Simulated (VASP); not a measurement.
# BeTe (F-43m) in VASP: notebook

The runs below take BeTe through band structure, with r2SCAN, TB-mBJ, AM05.

Program: VASP 6.6.1. These are calculated values, not measurements. Logs are shortened: lines on timing, memory, paths and dates and some standing lists are left out, and cuts for length are marked.

## Step 1: Starting point

The structure is cubic, space group F-43m (No. 216). Conventional cell: a = 5.540 Å, b = 5.540 Å, c = 5.540 Å, α = 90.00°, β = 90.00°, γ = 90.00°. Around Te (site symmetry -43m) lie 4 Be at 2.40 Å. Around Be (site symmetry -43m) lie 4 Te at 2.40 Å.

## Step 2: Band structure, r2SCAN, spin-orbit coupling, no magnetisation

Input file INCAR:

```
SYSTEM = BeTe
PREC     = Accurate       ! precision mode
ENCUT    = 520            ! plane-wave cutoff, eV
EDIFF    = 1E-7           ! SCF threshold, eV
ISMEAR   = 0              ! smearing method
SIGMA    = 0.02           ! smearing width, eV
LREAL    = .FALSE.        ! projectors in reciprocal space
LASPH    = .TRUE.         ! aspherical terms in the spheres
NELM     = 60             ! most SCF steps
ALGO     = Normal         ! electronic algorithm
ISIF     = 2              ! what is computed and relaxed
LWAVE    = .FALSE.        ! write WAVECAR
LCHARG   = .FALSE.        ! write CHGCAR
MAGMOM   = 0 0 0 0 0 0    ! initial moments
LORBIT   = 11             ! projections on sites
LSORBIT  = .TRUE.         ! spin-orbit coupling
GGA_COMPAT= .FALSE.      
METAGGA  = R2SCAN         ! meta-GGA
LMIXTAU  = .TRUE.       
NBANDS   = 20             ! bands
KPAR     = 2
```

Input file KPOINTS:

```
regular mesh
0
G
  6 6 6
  0 0 0
```

Input file POSCAR:

```
BeTe
1.0
    0.0000000000      2.7700000000      2.7700000000
    2.7700000000      0.0000000000      2.7700000000
    2.7700000000      2.7700000000      0.0000000000
Te Be
1 1
Direct
    0.7500000000      0.7500000000      0.7500000000
    0.0000000000      0.0000000000      0.0000000000
```

Input file KPOINTS_OPT:

```
path GXWKGLUWLK,UX
20
line-mode
reciprocal
 0.0000000000  0.0000000000  0.0000000000  G
 0.5000000000  0.0000000000  0.5000000000  X

 0.5000000000  0.0000000000  0.5000000000  X
 0.5000000000  0.2500000000  0.7500000000  W

 0.5000000000  0.2500000000  0.7500000000  W
 0.3750000000  0.3750000000  0.7500000000  K

 0.3750000000  0.3750000000  0.7500000000  K
 0.0000000000  0.0000000000  0.0000000000  G

 0.0000000000  0.0000000000  0.0000000000  G
 0.5000000000  0.5000000000  0.5000000000  L

 0.5000000000  0.5000000000  0.5000000000  L
 0.6250000000  0.2500000000  0.6250000000  U

 0.6250000000  0.2500000000  0.6250000000  U
 0.5000000000  0.2500000000  0.7500000000  W

 0.5000000000  0.2500000000  0.7500000000  W
 0.5000000000  0.5000000000  0.5000000000  L

 0.5000000000  0.5000000000  0.5000000000  L
 0.3750000000  0.3750000000  0.7500000000  K

 0.6250000000  0.2500000000  0.6250000000  U
 0.5000000000  0.0000000000  0.5000000000  X
```

Potentials or basis: VASP PAW PBE potentials, release 64 (Te, Be).

Run with:

```sh
$ cat potpaw_PBE.64/Te/POTCAR potpaw_PBE.64/Be/POTCAR > POTCAR
$ mpirun -np 2 vasp_ncl > vasp.out
```

OUTCAR:

```text
SYSTEM = BeTe
   PREC = Accurate
   ENCUT = 520
   EDIFF = 1E-7
   ISMEAR = 0
   LREAL = .FALSE.
   LASPH = .TRUE.
   NELM = 60
   ISIF = 2
   LORBIT = 11
   LSORBIT = .TRUE.
   METAGGA = R2SCAN

 ion  position               nearest neighbor table
   1  0.750  0.750  0.750-   2 2.40   2 2.40   2 2.40   2 2.40
   2  0.000  0.000  0.000-   1 2.40   1 2.40   1 2.40   1 2.40

  LATTYP: Found a face centered cubic cell.
 ALAT       =     5.5400000000

  Lattice vectors:

 A1 = (   0.0000000000,   2.7700000000,   2.7700000000)
 A2 = (   2.7700000000,   0.0000000000,   2.7700000000)
 A3 = (   2.7700000000,   2.7700000000,   0.0000000000)

Analysis of symmetry for initial positions (statically):
=====================================================================
 Subroutine PRICEL returns:
 Original cell was already a primitive cell.

 Routine SETGRP: Setting up the symmetry group for a
 face centered cubic supercell.

 Subroutine GETGRP returns: Found 24 space group operations
 (whereof 24 operations were pure point group operations)
 out of a pool of 48 trial point group operations.

The static configuration has the point symmetry T_d .

Analysis of symmetry for dynamics (positions and initial velocities):
=====================================================================
 Subroutine PRICEL returns:
 Original cell was already a primitive cell.

 Routine SETGRP: Setting up the symmetry group for a
 face centered cubic supercell.

 Subroutine GETGRP returns: Found 24 space group operations
 (whereof 24 operations were pure point group operations)
 out of a pool of 48 trial point group operations.

The dynamic configuration has the point symmetry T_d .

Analysis of structural, dynamic, and magnetic symmetry:
=====================================================================
 Subroutine PRICEL returns:
 Original cell was already a primitive cell.

 Routine SETGRP: Setting up the symmetry group for a
 face centered cubic supercell.

 Subroutine GETGRP returns: Found 24 space group operations
 (whereof 24 operations were pure point group operations)
 out of a pool of 48 trial point group operations.

The overall configuration has the point symmetry T_d .

 Subroutine INISYM returns: Found 24 space group operations
 (whereof 24 operations are pure point group operations),
 and found     1 'primitive' translations

----------------------------------------------------------------------------------------

                                     Primitive cell

  volume of cell :      42.5079

  direct lattice vectors                    reciprocal lattice vectors
     0.000000000  2.770000000  2.770000000    -0.180505415  0.180505415  0.180505415
     2.770000000  0.000000000  2.770000000     0.180505415 -0.180505415  0.180505415
     2.770000000  2.770000000  0.000000000     0.180505415  0.180505415 -0.180505415

  length of vectors
     3.917371568  3.917371568  3.917371568     0.312644550  0.312644550  0.312644550

  position of ions in fractional coordinates (direct lattice)
     0.750000000  0.750000000  0.750000000
     0.000000000  0.000000000  0.000000000

  ion indices of the primitive-cell ions
   primitive index   ion index
                 1           1
                 2           2

----------------------------------------------------------------------------------------

 KPOINTS: regular mesh

Automatic generation of k-mesh.
 Grid dimensions read from file:
 generate k-points for:    6    6    6

 Generating k-lattice:

  Cartesian coordinates                     Fractional coordinates (reciprocal lattice)
    -0.030084236  0.030084236  0.030084236     0.166666667  0.000000000  0.000000000
[... 76 lines left out ...]
     AMIX_MAG =   1.60;   BMIX_MAG =  1.00
  volume/ion in A,a.u.               =      21.25       143.43
  Fermi-wavevector in a.u.,A,eV,Ry     =   0.938170  1.772885 11.975354  0.880164
  Thomas-Fermi vector in A             =   2.065355
   LORBIT       =     11    0 simple, 1 ext, 2 COOP (PROOUT), +10 PAW based schemes
   METAGGA = R2SCAN    functional components
   LHFCALC =     F    Hartree Fock is set to
   AEXX    =    0.0000 exact exchange contribution
   IVDW    =     0    specifies the selected vdW correction
   LEPSILON=     F    determine dielectric tensor
   LRPA    =     F    only Hartree local field effects (RPA)
 Gauss-broadening in eV      SIGMA  =   0.02
  energy-cutoff  :      520.00
  volume of cell :       42.51
 maximum number of plane-waves:      2334
 NGX is ok and might be reduce to    30
   NGX = 15   NGY = 15   NGZ = 15

 number of electron       8.0000000 magnetization      -0.0000000     -0.0000000     -0.0000000

 number of electron       8.0000000 magnetization       0.0000000     -0.0000000     -0.0000000

 number of electron       8.0000000 magnetization       0.0000000      0.0000000      0.0000000

 number of electron       8.0000000 magnetization       0.0000000     -0.0000000      0.0000000

 Free energy of the ion-electron system (eV)
  ---------------------------------------------------
  ext. energy  EPLUGINS =         0.00000000
  ---------------------------------------------------
  free energy    TOTEN  =       -30.72053265 eV

  energy without entropy =      -30.72053265  energy(sigma->0) =      -30.72053265

 E-fermi :   5.9269     XC(G=0):  -9.6859

 val. band max:        5.8112583169   @ k =   0.0000   0.0000   0.0000
 cond. band min:       7.7216410239   @ k =   0.5000   0.5000   0.0000
 fundamental gap:      1.9103827071
 Fermi energy:         5.9268713813

 k-point     1 :       0.0000    0.0000    0.0000
  band No.  band energies     occupation
      1      -7.6224      1.00000
      2      -7.6224      1.00000
      3       4.8910      1.00000
      4       4.8910      1.00000
      5       5.8113      1.00000
      6       5.8113      1.00000
[... 495 lines left out ...]
     19      18.4122      0.00000
     20      18.8416      0.00000

------------------------ aborting loop because EDIFF is reached ----------------------------------------

  FORCE on cell =-STRESS in cart. coord.  units (eV):
  Direction    XX          YY          ZZ          XY          YZ          ZX
  --------------------------------------------------------------------------------------
  -------------------------------------------------------------------------------------
  Total        1.2030099      1.2030099      1.2030099     -0.0000000      0.0000000      0.0000000
  in kB       45.3430236     45.3430236     45.3430236     -0.0000000      0.0000000      0.0000000
  external PRESSURE =      45.3430236 kB  Pullay stress =       0.0000000 kB

 VOLUME and BASIS-vectors are now :
 -----------------------------------------------------------------------------
  energy-cutoff  :      520.00
  volume of cell :       42.51
      direct lattice vectors                 reciprocal lattice vectors
     0.000000000  2.770000000  2.770000000    -0.180505415  0.180505415  0.180505415
     2.770000000  0.000000000  2.770000000     0.180505415 -0.180505415  0.180505415
     2.770000000  2.770000000  0.000000000     0.180505415  0.180505415 -0.180505415

 POSITION                                       TOTAL-FORCE (eV/Angst)
 -----------------------------------------------------------------------------------
      4.15500      4.15500      4.15500        -0.000000     -0.000000     -0.000000
      0.00000      0.00000      0.00000         0.000000      0.000000      0.000000
 -----------------------------------------------------------------------------------
    total drift:                               -0.000000     -0.000000     -0.000000

  FREE ENERGIE OF THE ION-ELECTRON SYSTEM (eV)
  ---------------------------------------------------
  free  energy   TOTEN  =       -30.7205326548 eV

  energy  without entropy=      -30.7205326548  energy(sigma->0) =      -30.72053265

 Spin-Orbit-Coupling matrix elements

 Ion:    1  E_soc:     -0.1608693
 l=   1
     0.0000000    -0.0266757    -0.0266757
    -0.0266757     0.0000000    -0.0266757
    -0.0266757    -0.0266757     0.0000000
 l=   2
     0.0000000    -0.0000584     0.0000000    -0.0000584    -0.0000774
    -0.0000584     0.0000000    -0.0000581    -0.0000584    -0.0000194
     0.0000000    -0.0000581     0.0000000    -0.0000581     0.0000000
    -0.0000584    -0.0000584    -0.0000581     0.0000000    -0.0000194
    -0.0000774    -0.0000194     0.0000000    -0.0000194     0.0000000
 l=   3
     0.0000000     0.0000000     0.0000000     0.0000000     0.0000000     0.0000000     0.0000000
     0.0000000     0.0000000     0.0000000     0.0000000     0.0000000     0.0000000     0.0000000
     0.0000000     0.0000000     0.0000000     0.0000000     0.0000000     0.0000000     0.0000000
     0.0000000     0.0000000     0.0000000     0.0000000     0.0000000     0.0000000     0.0000000
     0.0000000     0.0000000     0.0000000     0.0000000     0.0000000     0.0000000     0.0000000
     0.0000000     0.0000000     0.0000000     0.0000000     0.0000000     0.0000000     0.0000000
     0.0000000     0.0000000     0.0000000     0.0000000     0.0000000     0.0000000     0.0000000

 Ion:    2  E_soc:     -0.0000075
 l=   1
     0.0000000    -0.0000013    -0.0000013
    -0.0000013     0.0000000    -0.0000013
    -0.0000013    -0.0000013     0.0000000
 l=   2
     0.0000000     0.0000000     0.0000000     0.0000000     0.0000000
     0.0000000     0.0000000     0.0000000     0.0000000     0.0000000
     0.0000000     0.0000000     0.0000000     0.0000000     0.0000000
     0.0000000     0.0000000     0.0000000     0.0000000     0.0000000
     0.0000000     0.0000000     0.0000000     0.0000000     0.0000000
 l=   3
     0.0000000     0.0000000     0.0000000     0.0000000     0.0000000     0.0000000     0.0000000
     0.0000000     0.0000000     0.0000000     0.0000000     0.0000000     0.0000000     0.0000000
     0.0000000     0.0000000     0.0000000     0.0000000     0.0000000     0.0000000     0.0000000
     0.0000000     0.0000000     0.0000000     0.0000000     0.0000000     0.0000000     0.0000000
     0.0000000     0.0000000     0.0000000     0.0000000     0.0000000     0.0000000     0.0000000
     0.0000000     0.0000000     0.0000000     0.0000000     0.0000000     0.0000000     0.0000000
     0.0000000     0.0000000     0.0000000     0.0000000     0.0000000     0.0000000     0.0000000

 total charge

# of ion       s       p       d       tot
------------------------------------------
    1        1.336   2.227   0.038   3.601
    2        0.378   0.596   0.000   0.974
--------------------------------------------------
tot          1.714   2.822   0.038   4.575

 magnetization (x)

# of ion       s       p       d       tot
------------------------------------------
    1       -0.000   0.000  -0.000  -0.000
    2       -0.000   0.000   0.000  -0.000
--------------------------------------------------
tot         -0.000   0.000  -0.000  -0.000

 magnetization (y)

# of ion       s       p       d       tot
------------------------------------------
    1        0.000  -0.000   0.000  -0.000
    2       -0.000   0.000   0.000  -0.000
--------------------------------------------------
tot         -0.000  -0.000   0.000  -0.000

 magnetization (z)

# of ion       s       p       d       tot
------------------------------------------
    1       -0.000  -0.000  -0.000  -0.000
    2       -0.000   0.000   0.000  -0.000
--------------------------------------------------
tot         -0.000   0.000  -0.000  -0.000
```

Wall time 8 min (2 MPI ranks of AMD EPYC 9R45 (Zen 5), shared host); peak memory 0.32 GiB.

What came out:

- Free energy: -30.7205 eV
- Pressure: 4.5 GPa
- Valence electrons inside the program's atomic spheres: Te 3.60; Be 0.97

Caveat: the PAW data sets were made with another functional, which shifts forces and pressure a little.

(Part 1 of 2 ends here.)
